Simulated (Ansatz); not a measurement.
# SiS2: the cell at several levels of theory, part 1 of 2

Aim: relax the published phase of SiS2 (Ibam) with PBE-D3(BJ), r2SCAN+rVV10 and PBE-D4 and see how far the functionals disagree on the cell.

Code: Ansatz 0.2.0. PAW datasets, plane waves, zero pressure. No spin polarisation and no zero-point or thermal motion.

## Step 1: Starting point

Space group Ibam (No. 72), orthorhombic; conventional cell a = 5.564 Å, b = 9.545 Å, c = 5.552 Å, 24.57 Å³ an atom. Around Si lie 4 S at 2.13 Å; around S lie 2 Si at 2.13 Å.

Structure file:

```cif
data_structure
_symmetry_space_group_name_H-M 'P 1'
_symmetry_Int_Tables_number 1
_cell_length_a 6.1824
_cell_length_b 6.1824
_cell_length_c 6.1824
_cell_angle_alpha 126.515
_cell_angle_beta 78.942
_cell_angle_gamma 126.639
_cell_volume 147.43
loop_
_atom_site_label
_atom_site_type_symbol
_atom_site_fract_x
_atom_site_fract_y
_atom_site_fract_z
_atom_site_occupancy
Si1 Si 0.75000 0.75000 0.00000 1
Si2 Si 0.25000 0.25000 0.00000 1
S1 S 0.11820 0.20880 0.32700 1
S2 S 0.88180 0.79120 0.67300 1
S3 S 0.61820 0.29120 0.90940 1
S4 S 0.38180 0.70880 0.09060 1
```

## Step 2: Relaxation with PBE-D3(BJ)

Input file input.yaml:

```yaml
crystal:
  lattice:
    - [-2.782, 4.7725, 2.776]
    - [2.782, -4.7725, 2.776]
    - [2.782, 4.7725, -2.776]
  atoms:
    - { symbol: Si, position: [0.75, 0.75, 0.0] }
    - { symbol: Si, position: [0.25, 0.25, 0.0] }
    - { symbol: S, position: [0.1182, 0.2088, 0.327] }
    - { symbol: S, position: [0.8818, 0.7912, 0.673] }
    - { symbol: S, position: [0.6182, 0.2912, 0.9094] }
    - { symbol: S, position: [0.3818, 0.7088, 0.0906] }
kpoints:
  mp_grid: { grid: [6, 6, 6] }
hamiltonian:
  xc: pbe
  dispersion: d3bj
scf:
  occupations: { method: fermi_dirac, width: 0.02 }
relax:
  f_tol: 0.005
  cell: {}
```

Started as:

```sh
ansatz run input.yaml --threads 2 --pin off --max-ram 18432MiB --backend cpu --events-out ev --progress --plain --runs-dir out
```

Output, cut to the lines that bear on the results:

```text
[...]
Pseudopotentials: kind: paw
Pseudopotential: Si, paw, valence charge 4, recommended cutoff 420 eV (normal), Si.paw.azcp
Pseudopotential: S, paw, valence charge 6, recommended cutoff 420 eV (normal), S.paw.azcp
Functional definition: PBE
[...]
Crystal: 6 atoms, lattice volume = 147.429 Å³
Basis set: ecut = 420 eV, 2919 PW (Γ), exchange–correlation on 90×90×90 points (8 copies of the dense FFT grid, shifted against one another)
Bands: 22, of which v1, the nominal top of the filled ones, is band 16 counted from 1 (15 counted from 0)
Symmetry: 8 space group operations
Space group: Ibam (ITA 72), of the structure as read, at distance tolerance 5.3e-5 Å
k-points: 46 of 216
[...]
SCF iter   1: F=—  HF=-4885.228964 eV  |F-HF|=—  |Δ(HF+E_count)|=         —  Δρ=1.16e-3  dr2=1.01e-3  ethr=1.77e-3  ⟨swp⟩=8.5  Hψ=6576  notcnv=0
[...]
relax step   1: F+E_penalty+E_count = -4885.22638084 eV  Δ(F+E_penalty+E_count) = +0.000e0 eV  max|allowed force component| = 2.331e-1 eV/Å  Δτ_max = 0.0000 Å  P = +0.630 GPa  Ω = 147.429 Å³  (6 SCF iters, dr2 threshold 1.00e-7 eV, accepted)
[...]
relax step   6: F+E_penalty+E_count = -4885.24166139 eV  Δ(F+E_penalty+E_count) = -9.674e-5 eV  max|allowed force component| = 1.316e-3 eV/Å  Δτ_max = 0.0034 Å  P = -0.006 GPa  Ω = 142.919 Å³  energy of the carried Pulay correction = +2.611e-4 eV  (7 SCF iters, accepted)
[...]
SCF converged after 5 iterations
Free energy (F): -4885.241471 eV
[...]
E sigma→0 (E₀):  -4885.241471 eV
Fermi energy:    4.616930 eV
[...]
--- Forces (eV/Å), atoms counted from 1 ---
  atom   1  Si     0.00000000    -0.00000000    -0.00000000
  atom   2  Si     0.00000000     0.00000000     0.00000000
  atom   3  S     -0.00023695    -0.00128200     0.00000000
  atom   4  S      0.00023695     0.00128200    -0.00000000
  atom   5  S      0.00023695    -0.00128200    -0.00000000
  atom   6  S     -0.00023695     0.00128200     0.00000000
[...]
--- Stress (GPa, compression-positive) ---
       -0.005609      -0.000000      -0.000000
       -0.000000      -0.002842       0.000000
       -0.000000       0.000000      -0.018148
  P = ⅓ Tr σ = -0.0089 GPa (-0.089 kbar)
--- Relaxed structure (6 steps of the walk, 6 accepted, 1 SCFs on fresh bases) ---
  F+E_penalty+E_count = -4885.24147112 eV   max|allowed force component| = 1.282e-3 eV/Å   (the final SCF, on the basis selected at the relaxed cell)
  cell:  # Å, volume = 142.9190 Å³
    - [-2.705878671449095, 4.777697888635884, 2.7637768342330498]
    - [2.705878671449095, -4.777697888635884, 2.7637768342330498]
    - [2.705878671449095, 4.777697888635884, -2.7637768342330498]
  atoms:
    - { symbol: Si, position: [0.75, 0.75, -3.0290264989991387e-20] }
    - { symbol: Si, position: [0.25, 0.25, -3.0290264989991387e-20] }
    - { symbol: S, position: [0.11939903261048516, 0.2167529233441421, 0.3361519559546273] }
    - { symbol: S, position: [0.8806009673895148, 0.7832470766558577, 0.6638480440453727] }
    - { symbol: S, position: [0.619399032610485, 0.2832470766558578, 0.9026461092663428] }
    - { symbol: S, position: [0.3806009673895149, 0.7167529233441421, 0.09735389073365697] }
```

Run time: 16 s. Hardware: 2 threads of AMD EPYC 7R13 (Zen 3), shared host; peak memory 0.64 GiB.

The steps:

| step | energy change (meV/atom) | largest force (eV/Å) | pressure (GPa) | volume (Å³/atom) |
| --- | --- | --- | --- | --- |
| 1 | 0.0 | 0.2331 | 0.63 | 24.571 |
| 2 | -2.1 | 0.0320 | 0.10 | 23.802 |
| 3 | -2.5 | 0.0086 | 0.05 | 23.841 |
| 4 | -2.5 | 0.0062 | -0.02 | 23.837 |
| 5 | -2.5 | 0.0026 | -0.01 | 23.832 |
| 6 | -2.5 | 0.0013 | -0.01 | 23.820 |
| 7 | -2.5 | 0.0013 | -0.01 | 23.820 |

The table lists every geometry solved, with passes on a fresh basis, whose energies don't compare exactly with the rows above.

Edges and angles are those of the input's own cell, so that the axes keep their names.

|  | before | after | change |
| --- | --- | --- | --- |
| a (Å) | 6.182 | 6.147 | -0.57 % |
| b (Å) | 6.182 | 6.147 | -0.57 % |
| c (Å) | 6.182 | 6.147 | -0.57 % |
| α (°) | 126.515 | 127.768 | +0.99 % |
| β (°) | 78.942 | 77.985 | -1.21 % |
| γ (°) | 126.639 | 126.563 | -0.06 % |
| volume (Å³/atom) | 24.571 | 23.820 | -3.06 % |
| shortest distance (Å) | 2.133 | 2.142 | +0.42 % |
| space group | Ibam | Ibam | same |

(Continued in part 2 of 2.)
